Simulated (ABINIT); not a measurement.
Crystal: ZrSe2.

```
Zr Se
1.0
     3.79800    0.00000    0.00000
    -1.89900    3.28916    0.00000
     0.00000    0.00000    6.19200
Zr Se
1 2
Cartesian
  0.0000 0.0000 0.0000
  1.8990 1.0964 4.6440
  0.0000 2.1928 1.5480
```

Program: ABINIT 10.8.3 (patched build). Alike in all runs: no spin polarisation; cell as given; cutoff (eV) 463; smearing fermi-dirac 0.05 eV.

Question: Order these runs on this cell by their pressure, lowest first.
A. level LDA; potentials or basis JTH PAW LDA v2.0; k mesh 10 × 10 × 6
B. level RPBE; potentials or basis JTH PAW PBE v2.0; k mesh 8 × 8 × 5
C. level WC; potentials or basis JTH PAW PBE v2.0; k mesh 8 × 8 × 5
D. level PBE; potentials or basis JTH PAW PBE v2.0; k mesh 5 × 5 × 3

Answer: A (-3.2 GPa), C (-1.0 GPa), D (2.1 GPa), B (3.9 GPa).

Caveats: this functional lacks dispersion, which binds the layers, so the pressure and a relaxed spacing across them are unreliable (some runs); the PAW data sets were made with another functional, which shifts forces and pressure a little (some runs).
